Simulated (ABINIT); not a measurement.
# Al in ABINIT: work function with PBE

Aim: the work function of Al with PBE.

All numbers are computed with ABINIT 10.8.3 (patched build); they aren't measurements. Logs are shortened: lines on timing, memory, paths and dates and some standing lists are left out, and cuts for length are marked. The log counts tension as positive stress, the text compression.

### 1 The undisturbed slab

The cell holds a slab with vacuum, 7 atoms: a = 2.827 Å, b = 2.827 Å, c = 28.779 Å, α = 90.00°, β = 90.00°, γ = 120.00°.

The slab is cut from a database's or a generator's crystal, which needn't be the stable form of the element.

### 2 Work function, PBE

run.abi reads:

```
# Pseudopotentials
pp_dirpath "./"
pseudos "Al.GGA_PBE-JTH.xml"

# Structure
acell 3*1.0 Angstrom
rprim
     2.8270770300     0.0000000000     0.0000000000
    -1.4135385100     2.4483205200     0.0000000000
     0.0000000000     0.0000000000    28.7789896200
ntypat 1
znucl 13
natom 7
typat 1 1 1 1 1 1 1
xcart
     0.0000000063     3.0844368012    13.7238130379
     0.0000000000     0.0000000000    18.1910761575
     2.6712006898     1.5422184006    22.6665502351
     0.0000000000     0.0000000000    27.1922042626
     0.0000000063     3.0844368012    31.7178582901
     0.0000000000     0.0000000000    36.1933323678
     2.6712006898     1.5422184006    40.6605954874
chkprim 0
chksymtnons 0
tolsym 1.0e-6

# Plane-wave basis
ecut 15.0
pawecutdg 30.0
pawxcdev 0

# k points
kptopt 1
ngkpt 11 11 1
nshiftk 1
shiftk 0.0 0.0 0.0

# Exchange and correlation
ixc 11

# Bands and occupations
nband 15
occopt 3
tsmear 0.00183747

# SCF cycle
nstep 120
tolvrs 1.0e-9

# Output
iomode 3
prtwf 0
prteig 0
prtebands 0
enunit 2
prtden 1
prtvha 1
prtvclmb 1
prtpot 1
```

Potentials or basis: JTH PAW PBE v2.0.

The run is started by

```console
$ mpirun --bind-to none -np 4 abinit run.abi > log 2>&1
```

run.abo:

```text
.Version 10.8.3 of ABINIT
 Symmetries : space group P-3 m 1 (#164); Bravais hP (primitive hexag.)
================================================================================
 Values of the parameters that define the memory need of the present run
     intxc =       0    ionmov =       0      iscf =      17    lmnmax =       8
     lnmax =       4     mgfft =     192  mpssoang =       2    mqgrid =   13410
     natom =       7  nloc_mem =       2    nspden =       1   nspinor =       1
    nsppol =       1      nsym =      12    n1xccc =       1    ntypat =       1
    occopt =       3   xclevel =       2
       mpw =        3767          nfft =       76800          nkpt =          16
Pmy_natom=         2
 PAW method is used; the additional fine FFT grid is defined by:
   mgfftf=       270    nfftf =    243000
================================================================================
================================================================================

--------------------------------------------------------------------------------
------------- Echo of variables that govern the present computation ------------
--------------------------------------------------------------------------------
 -outvars: echo values of preprocessed input variables --------
            acell      1.8897261259E+00  1.8897261259E+00  1.8897261259E+00 Bohr
              amu      2.69815390E+01
          chkprim           0
      chksymtnons           0
             ecut      1.50000000E+01 Hartree
           enunit           2
              ixc          11
         kptrlatt       11    0    0      0   11    0      0    0    1
          kptrlen      5.87664144E+01
            natom           7
            nband          15
            ngfft          20      20     192
          ngfftdg          30      30     270
             nkpt          16
            nstep         120
             nsym          12
           ntypat           1
           occopt           3
        pawecutdg      3.00000000E+01 Hartree
         pawxcdev           0
        prtebands           0
           prteig           0
           prtpot           1
         prtvclmb           1
           prtvha           1
            prtwf           0
            rprim      2.8270770300E+00  0.0000000000E+00  0.0000000000E+00
                      -1.4135385100E+00  2.4483205200E+00  0.0000000000E+00
                       0.0000000000E+00  0.0000000000E+00  2.8778989620E+01
          spgroup         164
           tolsym      1.00000000E-06
           tolvrs      1.00000000E-09
           tsmear      1.83747000E-03 Hartree
            typat      1  1  1  1  1  1  1
           useylm           1
           xangst      3.3333334866E-09  1.6322136800E+00  7.2623291112E+00
                       7.8467150555E-17  1.3590909065E-16  9.6263029476E+00
                       1.4135385167E+00  8.1610684000E-01  1.1994621836E+01
                       7.8467150555E-17  1.3590909065E-16  1.4389494810E+01
                       3.3333334866E-09  1.6322136800E+00  1.6784367784E+01
                       7.8467150555E-17  1.3590909065E-16  1.9152686672E+01
                       1.4135385167E+00  8.1610684000E-01  2.1516660509E+01
            xcart      6.2990873760E-09  3.0844368342E+00  1.3723813056E+01
                       1.4828142443E-16  2.5683095935E-16  1.8191076176E+01
                       2.6712006649E+00  1.5422184171E+00  2.2666550254E+01
                       1.4828142443E-16  2.5683095935E-16  2.7192204281E+01
                       6.2990873760E-09  3.0844368342E+00  3.1717858309E+01
                       1.4828142443E-16  2.5683095935E-16  3.6193332386E+01
                       2.6712006649E+00  1.5422184171E+00  4.0660595506E+01
             xred      3.3333333333E-01  6.6666666667E-01  2.5234830017E-01
                       5.5511151231E-17  5.5511151231E-17  3.3449065011E-01
                       6.6666666667E-01  3.3333333333E-01  4.1678398006E-01
                       5.5511151231E-17  5.5511151231E-17  5.0000000000E-01
                       3.3333333333E-01  6.6666666667E-01  5.8321601994E-01
                       5.5511151231E-17  5.5511151231E-17  6.6550934989E-01
                       6.6666666667E-01  3.3333333333E-01  7.4765169983E-01
            znucl       13.00000

================================================================================

 chkinp: Checking input parameters for consistency.

================================================================================
== DATASET  1 ==================================================================

--- !DatasetInfo
iteration_state: {dtset: 1, }
dimensions: {natom: 7, nkpt: 16, mband: 15, nsppol: 1, nspinor: 1, nspden: 1, mpw: 3767, }
cutoff_energies: {ecut:  15.0, pawecutdg:  30.0, }
electrons: {nelect:   2.10000000E+01, charge:   0.00000000E+00, occopt:   3.00000000E+00, tsmear:   1.83747000E-03, }
[... 151 lines left out ...]
    7       0.000000000000      0.000000000000      0.000815993851

 cartesian coordinates (angstrom) at end:
    1      0.00000000333333     1.63221368000000     7.26232911117151
    2      0.00000000000000     0.00000000000000     9.62630294756753
    3      1.41353851666667     0.81610684000000    11.99462183584033
    4      0.00000000000000     0.00000000000000    14.38949481000000
    5      0.00000000333333     1.63221368000000    16.78436778415967
    6      0.00000000000000     0.00000000000000    19.15268667243248
    7      1.41353851666667     0.81610684000000    21.51666050882849

 cartesian forces (hartree/bohr) at end:
    1      0.00000000000000    -0.00000000000000     0.00001500418727
    2     -0.00000000000000     0.00000000000000    -0.00000519628418
    3     -0.00000000000000     0.00000000000000    -0.00002426177586
    4     -0.00000000000000     0.00000000000000    -0.00000000000000
    5      0.00000000000000    -0.00000000000000     0.00002426177586
    6     -0.00000000000000     0.00000000000000     0.00000519628418
    7     -0.00000000000000    -0.00000000000000    -0.00001500418727
 frms,max,avg= 8.9483213E-06 2.4261776E-05   0.000E+00  0.000E+00  0.000E+00 h/b

 cartesian forces (eV/Angstrom) at end:
    1      0.00000000000000    -0.00000000000000     0.00077154633087
    2     -0.00000000000000     0.00000000000000    -0.00026720367607
    3     -0.00000000000000     0.00000000000000    -0.00124759067645
    4     -0.00000000000000     0.00000000000000    -0.00000000000000
    5      0.00000000000000    -0.00000000000000     0.00124759067645
    6     -0.00000000000000     0.00000000000000     0.00026720367607
    7     -0.00000000000000    -0.00000000000000    -0.00077154633087
 frms,max,avg= 4.6014118E-04 1.2475907E-03   0.000E+00  0.000E+00  0.000E+00 e/A
 length scales=  1.889726125908  1.889726125908  1.889726125908 bohr
              =  1.000000000000  1.000000000000  1.000000000000 angstroms
 Fermi (or HOMO) energy (hartree) =   0.12674   Average Vxc (hartree)=  -0.23410
 Eigenvalues (hartree) for nkpt=  16  k points:
 kpt#   1, nband= 15, wtk=  0.00826, kpt=  0.0000  0.0000  0.0000 (reduced coord)
  -0.27820   -0.26613   -0.24376   -0.21417   -0.17659   -0.13054   -0.07882   -0.02081
   0.04223    0.10978    0.17599    0.23264    0.26006    0.29779    0.30318
      occupation numbers for kpt#   1
   2.00000    2.00000    2.00000    2.00000    2.00000    2.00000    2.00000    2.00000
   2.00000    1.99980    0.00000    0.00000    0.00000    0.00000    0.00000
 prteigrs : prtvol=0 or 1, do not print more k-points.

 Fermi (or HOMO) energy (eV) =   3.44879   Average Vxc (eV)=  -6.37020
 Eigenvalues (   eV  ) for nkpt=  16  k points:
 kpt#   1, nband= 15, wtk=  0.00826, kpt=  0.0000  0.0000  0.0000 (reduced coord)
  -7.57022   -7.24175   -6.63313   -5.82794   -4.80528   -3.55208   -2.14477   -0.56628
   1.14924    2.98735    4.78886    6.33051    7.07671    8.10329    8.24983
 prteigrs : prtvol=0 or 1, do not print more k-points.

--- !EnergyTerms
iteration_state     : {dtset: 1, }
comment             : Components of total free energy in Hartree
kinetic             :  5.68560167106457E+00
hartree             :  8.89628956316618E+01
xc                  : -7.42756239680389E+00
Ewald energy        :  7.38382238834938E+01
psp_core            : -3.99378568167498E-01
local_psp           : -1.79937321496844E+02
PAW spherical_terms :  4.57074372403434E+00
internal            : -1.47067975515607E+01
'-kT*entropy'       : -9.13230011096253E-04
total_energy        : -1.47077107815718E+01
total_energy_eV     : -4.00217198871530E+02
...

--- !EnergyTermsDC
iteration_state     : {dtset: 1, }
comment             : '"Double-counting" decomposition of free energy'
band_energy         : -6.52498489197891E-01
Ewald energy        :  7.38382238834938E+01
psp_core            : -3.99378568167498E-01
xc_dc               : -8.87610122722531E+01
PAW spherical_terms :  1.26783845032705E+00
internal            : -1.47068269957977E+01
'-kT*entropy'       : -9.13230011096253E-04
total_energy_dc     : -1.47077402258088E+01
total_energy_dc_eV  : -4.00218000090034E+02
...

--- !EnergyTermsWithPAWCore
iteration_state     : {dtset: 1, }
comment             : 'Components of total free energy, including PAW core contributions'
Total energy        : -1.69972784452312E+03
Total energy DC     : -1.69972787396736E+03
Total energy (eV)   : -4.62519508903675E+04
Total energy DC (eV): -4.62519516915860E+04
...

 Cartesian components of stress tensor (hartree/bohr^3)
  sigma(1 1)=  1.53283533E-05  sigma(3 2)=  0.00000000E+00
  sigma(2 2)=  1.53283518E-05  sigma(3 1)=  0.00000000E+00
  sigma(3 3)=  2.25113206E-06  sigma(2 1)=  5.75444296E-13

-Cartesian components of stress tensor (GPa)         [Pressure= -3.2273E-01 GPa]
- sigma(1 1)=  4.50975724E-01  sigma(3 2)=  0.00000000E+00
- sigma(2 2)=  4.50975680E-01  sigma(3 1)=  0.00000000E+00
- sigma(3 3)=  6.62305917E-02  sigma(2 1)=  1.69301557E-08

== END DATASET(S) ==============================================================
================================================================================

 -outvars: echo values of variables after computation  --------
            acell      1.8897261259E+00  1.8897261259E+00  1.8897261259E+00 Bohr
           etotal     -1.4707740226E+01
            fcart      1.8504515117E-27 -5.1838259782E-27  1.5004187272E-05
                      -6.6961864040E-28  2.3237840589E-27 -5.1962841831E-06
                      -1.6560460999E-28  3.4295560781E-27 -2.4261775865E-05
                      -9.7202705865E-28  2.0327914226E-27 -1.2100470675E-21
                       2.2536627360E-27 -4.4854436505E-27  2.4261775865E-05
                      -1.3248368799E-27  2.1782877418E-27  5.1962841831E-06
                      -9.7202705865E-28 -2.9514967258E-28 -1.5004187272E-05
            rprim      2.8270770300E+00  0.0000000000E+00  0.0000000000E+00
                      -1.4135385100E+00  2.4483205200E+00  0.0000000000E+00
                       0.0000000000E+00  0.0000000000E+00  2.8778989620E+01
           strten      1.5328353298E-05  1.5328351817E-05  2.2511320577E-06
                       0.0000000000E+00  0.0000000000E+00  5.7544429647E-13
           xangst      3.3333334866E-09  1.6322136800E+00  7.2623291112E+00
                       7.8467150555E-17  1.3590909065E-16  9.6263029476E+00
                       1.4135385167E+00  8.1610684000E-01  1.1994621836E+01
                       7.8467150555E-17  1.3590909065E-16  1.4389494810E+01
                       3.3333334866E-09  1.6322136800E+00  1.6784367784E+01
                       7.8467150555E-17  1.3590909065E-16  1.9152686672E+01
                       1.4135385167E+00  8.1610684000E-01  2.1516660509E+01
             xred      3.3333333333E-01  6.6666666667E-01  2.5234830017E-01
                       5.5511151231E-17  5.5511151231E-17  3.3449065011E-01
                       6.6666666667E-01  3.3333333333E-01  4.1678398006E-01
                       5.5511151231E-17  5.5511151231E-17  5.0000000000E-01
                       3.3333333333E-01  6.6666666667E-01  5.8321601994E-01
                       5.5511151231E-17  5.5511151231E-17  6.6550934989E-01
                       6.6666666667E-01  3.3333333333E-01  7.4765169983E-01
 Calculation completed.
```

Run time: 28 s. Hardware: 4 MPI ranks of Arm Neoverse V2, shared host; peak memory 0.56 GiB.

What came out:

```yaml
Free_energy: -400.2180 eV
Band_gap_on_the_k_mesh: none (metal or under the smearing width)
Valence_electrons_inside_the_program's_atomic_spheres: Al 0.73, 0.74, 0.75 (radii [1.0074] Å)
Work_function: 4.07 eV
```

Caveat: the highest band is partly filled, so the run has too few bands.
